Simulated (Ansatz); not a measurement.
# CuO: the cost of one run

Computed with Ansatz 0.2.0 (DFT PBE+U, scalar-relativistic, plane waves, PAW, and further levels as typed in the inputs, unless a step's input says otherwise).

### 1 The starting structure

The structure is monoclinic, space group C2/c (No. 15). Conventional cell: a = 4.684 Å, b = 3.423 Å, c = 5.129 Å, α = 90.00°, β = 99.54°, γ = 90.00°. Cu (site symmetry -1) is surrounded by 4 O at 1.95 to 1.96 Å. O (site symmetry 2) has 4 Cu at 1.95 to 1.96 Å as nearest neighbours.

Structure file:

```xyz
16
Lattice="3.8339 0.0000 5.0581 0.0000 3.4230 0.0000 -5.5341 0.0000 5.0581" Properties=species:S:1:pos:R:3 pbc="T T T"
Cu   -4.3631    0.8558    5.0581
Cu    0.3209    0.8558    5.0581
Cu   -2.0211    2.5673    5.0581
Cu    2.6629    2.5673    5.0581
Cu    0.7460    2.5673    2.5290
Cu   -0.1041    2.5673    7.5871
Cu   -1.5960    0.8558    2.5290
Cu   -2.4461    0.8558    7.5871
O    -0.2125    1.4322    1.2645
O    -1.0626    1.4322    6.3226
O    -3.4046    3.1437    6.3226
O     1.2794    3.1437    6.3226
O    -0.6375    1.9908    3.7935
O    -1.4876    1.9908    8.8516
O    -2.9795    0.2793    3.7935
O     1.7045    0.2793    3.7935
```

The structure rests on an entry of the Crystallography Open Database; cell or positions may have been set otherwise for this series.

### 2 Single point: CuO, moments +−−++−−+

The input, input.yaml:

```yaml
crystal:
  lattice:
    - [3.833939426, 0.0, 5.0580666287]
    - [0.0, 3.423, 0.0]
    - [-5.534060574, 0.0, 5.0580666287]
  atoms:
    - { symbol: Cu, position: [0.125, 0.25, 0.875], spin: 1.0 }
    - { symbol: Cu, position: [0.625, 0.25, 0.375], spin: -1.0 }
    - { symbol: Cu, position: [0.375, 0.75, 0.625], spin: -1.0 }
    - { symbol: Cu, position: [0.875, 0.75, 0.125], spin: 1.0 }
    - { symbol: Cu, position: [0.375, 0.75, 0.125], spin: 1.0 }
    - { symbol: Cu, position: [0.875, 0.75, 0.625], spin: -1.0 }
    - { symbol: Cu, position: [0.125, 0.25, 0.375], spin: -1.0 }
    - { symbol: Cu, position: [0.625, 0.25, 0.875], spin: 1.0 }
    - { symbol: O, position: [0.125, 0.4184, 0.125] }
    - { symbol: O, position: [0.625, 0.4184, 0.625] }
    - { symbol: O, position: [0.375, 0.9184, 0.875] }
    - { symbol: O, position: [0.875, 0.9184, 0.375] }
    - { symbol: O, position: [0.375, 0.5816, 0.375] }
    - { symbol: O, position: [0.875, 0.5816, 0.875] }
    - { symbol: O, position: [0.125, 0.0816, 0.625] }
    - { symbol: O, position: [0.625, 0.0816, 0.125] }
magnetization:
  spin_polarized: true
scf:
  occupations: { method: gaussian, width: 0.02 }
output:
  forces: true
  stress: true
  populations: true
  write_density: true
  write_potential: true
  elf: true
  volumetric_format: npy
hamiltonian:
  hubbard: { sites: [{ species: Cu, l: d, u_eff: linear-response }] }
  xc: pbe
kpoints:
  mp_grid: { grid: [3, 6, 3] }
```

Launch:

```sh
> ansatz run input.yaml --threads 4 --pin off --max-ram 12288MiB --backend cpu --events-out ev --progress --plain --runs-dir out
```

**Question.** How long does this run take on 4 threads of AMD EPYC 9R45 (Zen 5), shared host, and how much memory does it need?

About 93 s, with a peak of 2 GiB.
